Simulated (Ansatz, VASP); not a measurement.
# Cross-check of SnTe (honeycomb SnTe, 2 layers, AA stacking) between VASP and Ansatz, part 2 of 2

Aim: how closely do two programs agree when they are given the same cell, functional and k mesh? Of the first pair: The structure shown is the start of the Ansatz relaxation below; VASP solves that cell, so the two are compared at the walk's first step.

VASP 6.6.1 and Ansatz 0.2.0.

So far: The structure; Ansatz: relaxation, PBE with D3(BJ); VASP: single point, PBE with D3(BJ), start cell, pair 1.

**4. Side by side**

Known differences besides the potentials themselves: the data sets hold 60 valence electrons in Ansatz (on its default PAW (the set named soft_2) files) and 40 in VASP; the cutoff is 420 eV in Ansatz and 400 eV in VASP. Total energies have different zeros and are not compared.

Forces (eV/Å; atoms numbered as in POSCAR):

```csv
atom,"Ansatz x, y, z","VASP x, y, z"
Te1,"0.000, 0.000, 0.084","0.000, 0.000, 0.057"
Te2,"0.000, 0.000, -0.086","0.000, 0.000, -0.117"
Sn3,"0.000, 0.000, 0.020","0.000, 0.000, 0.047"
Sn4,"0.000, 0.000, -0.018","0.000, 0.000, 0.013"
```

The forces differ by 17 meV/Å r.m.s., which is 41.9 % of the r.m.s. force of 0.040 eV/Å (both taken over all components). With vacuum in the cell, a pressure given here is an average over mostly empty space and none of the material.

**5. Other set-ups**

Further runs change the set-up of one program: Ansatz's method, potentials or start, or VASP's data sets, cutoff or form of LDA. The table gives that difference for each run.

```csv
run,r.m.s. force difference (meV/Å)
as above,17
VASP with the data sets Te and Sn_sv_GW and a cutoff of 520 eV,7.2
```

**6. Ansatz: relaxation, PBE with D3(BJ)**

This run makes the geometry at which the two programs are then compared.

The structure compared here is the end of the Ansatz relaxation.

File input.yaml:

```yaml
crystal:
  lattice:
    - [4.18, 0.0, 0.0]
    - [-2.09, 3.6199861878, 0.0]
    - [0.0, 0.0, 23.68]
  atoms:
    - { symbol: Te, position: [0.6666666667, 0.3333333333, 0.3589527027] }
    - { symbol: Sn, position: [0.3333333333, 0.6666666667, 0.4303209459] }
    - { symbol: Te, position: [0.6666666667, 0.3333333333, 0.5696790541] }
    - { symbol: Sn, position: [0.3333333333, 0.6666666667, 0.6410472973] }
kpoints:
  mp_grid: { grid: [6, 6, 1] }
hamiltonian:
  xc: pbe
  dispersion: d3bj
scf:
  occupations: { method: fermi_dirac, width: 0.05 }
  convergence: { dr2_threshold: 1.0e-08 }
efield:
  axis: 3
  dipole_correction: true
  ramp_position: 0.97
  ramp_width: 0.04
relax:
  f_tol: 0.01
  cell: { fix: [c, alpha, beta] }
output:
  write_potential: true
  write_density: true
  volumetric_format: npy
```

Started as:

```
> ansatz run input.yaml --threads 4 --pin off --max-ram 8192MiB --backend cpu --events-out ev --progress --plain --runs-dir out
```

Numbers of over 12 decimals in the logs are rounded to 6 here.

Output:

```text
[...]
Crystal: 4 atoms, lattice volume = 358.315 Å³
Basis set: ecut = 420 eV, 6913 PW (Γ), exchange–correlation on 60×60×320 points (8 copies of the dense FFT grid, shifted against one another)
[...]
cell:  # Å, volume = 353.8960 Å³
    - [4.154145, 0, 0]
    - [-2.077072, 3.597595, 0]
    - [0, 0, 23.68]
  atoms:
    - { symbol: Te, position: [0.666667, 0.333333, 0.363210] }
    - { symbol: Sn, position: [0.333333, 0.666667, 0.434805] }
    - { symbol: Te, position: [0.666667, 0.333333, 0.565000] }
    - { symbol: Sn, position: [0.333333, 0.666667, 0.636984] }
[key lines of the parts left out:]
SCF converged after 5 iterations
Free energy (F): -26010.169791 eV
Fermi energy:    0.610495 eV
Dipole field:    D = 0.046614 V/Å  (p = 0.091165 e·Å, saw-weighted, corrected)
Work function:   Φ+ = 3.7066 eV   Φ− = 4.8104 eV
P = ⅓ Tr σ = -0.0075 GPa (-0.075 kbar)
```

**7. VASP: single point, PBE with D3(BJ), relaxed cell, pair 2**

The same cell, functional, mesh and smearing now go to VASP, with its own data sets.

File INCAR:

```
SYSTEM = SnTe
PREC = Accurate
ENCUT = 500
EDIFF = 1E-06
NELM = 120
ISMEAR = -1
SIGMA = 0.05
LREAL = .FALSE.
ALGO = Normal
GGA = PE
IVDW = 12
NBANDS = 26
LORBIT = 11
LWAVE = .FALSE.
LCHARG = .FALSE.
ISIF = 2
LDIPOL = .TRUE.
IDIPOL = 3
DIPOL = 0.5 0.5 0.5
LVHAR = .TRUE.
LASPH = .TRUE.
GGA_COMPAT = .FALSE.
EFERMI = MIDGAP
NELMDL = -8
```

File POSCAR:

```
SnTe
1.0
    4.1541448486      0.0000000000      0.0000000000
   -2.0770724243      3.5975949699      0.0000000000
    0.0000000000      0.0000000000     23.6800000000
Te Sn
2 2
Direct
    0.6666666667      0.3333333333      0.3632098962
    0.6666666667      0.3333333333      0.5650003876
    0.3333333333      0.6666666667      0.4348053474
    0.3333333333      0.6666666667      0.6369843688
```

File KPOINTS:

```
Automatic mesh
0
Gamma
6 6 1
0 0 0
```

PAW data sets: Te and Sn_d (PBE family, release 64).

Started as:

```
> mpirun -np 1 vasp_std
```

Output:

```text
[... set-up lines as in an earlier step ...]
 entering main loop
       N       E                     dE             d eps       ncg     rms          rms(c)
DAV:   1     0.275749056503E+03    0.27575E+03   -0.17171E+04   420   0.127E+03
DAV:   2     0.111976458412E+02   -0.26455E+03   -0.26110E+03   454   0.283E+02
DAV:   3    -0.137853940713E+02   -0.24983E+02   -0.24787E+02   444   0.108E+02
DAV:   4    -0.148065226182E+02   -0.10211E+01   -0.10201E+01   488   0.238E+01
[...]
DAV:  25    -0.146315907861E+02   -0.21388E-05   -0.47549E-08   232   0.101E-03    0.201E-04
DAV:  26    -0.146315931834E+02   -0.23974E-05   -0.87736E-08   284   0.710E-04    0.103E-03
DAV:  27    -0.146315933480E+02   -0.16455E-06   -0.27977E-09   202   0.323E-04
   1 F= -.15790632E+02 E0= -.15790516E+02  d E =-.231442E-03
```

Parts of OUTCAR (step 7):

```text
 Edisp (eV)   -1.15904

  Total      -0.01068    -0.01068     0.04750     0.00000     0.00000     0.00000
  in kB      -0.04836    -0.04836     0.21502     0.00000     0.00000     0.00000
  external pressure =        0.04 kB  Pullay stress =        0.00 kB

 POSITION                                       TOTAL-FORCE (eV/Angst)
 -----------------------------------------------------------------------------------
      2.07707      1.19920      8.60081        -0.000000      0.000000     -0.024424
      2.07707      1.19920     13.37921         0.000000     -0.000000     -0.032688
     -0.00000      2.39840     10.29619         0.000000      0.000000      0.027828
     -0.00000      2.39840     15.08379        -0.000000      0.000000      0.029283
 -----------------------------------------------------------------------------------
    total drift:                                0.000000      0.000000     -0.000507

  FREE ENERGIE OF THE ION-ELECTRON SYSTEM (eV)
  ---------------------------------------------------
  free  energy   TOTEN  =       -15.7906317845 eV

  energy  without entropy=      -15.7904003426  energy(sigma->0) =      -15.79051606

[... 1 part as in an earlier step ...]

[... 2 further parts left out ...]
[key lines of the parts left out:]
E-fermi :  -0.3396
```

**8. Comparison**

What differs besides the data sets and the points named for the pairs above, as far as they apply: the data sets hold 60 valence electrons in Ansatz (on its default PAW (the set named soft_2) files) and 40 in VASP; the cutoff is 420 eV in Ansatz and 500 eV in VASP; Ansatz's pressure holds a Pulay correction, VASP's none. Total energies have different zeros and are not compared.

Both answers:

```csv
quantity,Ansatz,VASP,difference
pressure (GPa),-0.01,0.00,-0.01
gap on the k mesh (eV),0.670,0.661,+0.008
```

At this near-relaxed geometry the largest component of a force difference is 31 meV/Å. A gap on the mesh is an upper bound, since the band edges may lie between its points. With vacuum in the cell, a pressure given here is an average over mostly empty space and none of the material.

**9. Outcome**

| Quantity | Value |
| --- | --- |
| r.m.s. force difference (single point, PBE with D3(BJ), start cell, pair 1) | 17 meV/Å |
| r.m.s. force difference (single point, PBE with D3(BJ), relaxed cell, pair 2) | 17 meV/Å |

What this shows: The r.m.s. force difference is 17 meV/Å (single point, PBE with D3(BJ), relaxed cell, pair 2), beyond the 12 meV/Å picked in this series as the mark of a large difference. The data sets hold unlike numbers of valence electrons (60 in Ansatz and 40 in VASP), so part of the differences comes from the potentials. Single point, PBE with D3(BJ), start cell, pair 1, VASP with the data sets Te and Sn_sv_GW and a cutoff of 520 eV: r.m.s. force difference goes from 17 to 7.2 meV/Å. What causes the difference of the single point, PBE with D3(BJ), relaxed cell, pair 2 pair stays open here. How closely two codes agree says nothing of how well the functional describes the real material.

[Lines on the potential files, build, host, timing and source positions are cut from VASP's logs without a mark.]

[Logs are printed without paths, hosts, clocks, repeated set-up lines and the standing remarks that a program may print on its own settings, such as how far it seeks lower states.]

[Hosts, paths, dates, database ids (printed as entryN), source tags and the programs' standing remarks are cut or masked in the printed files.]
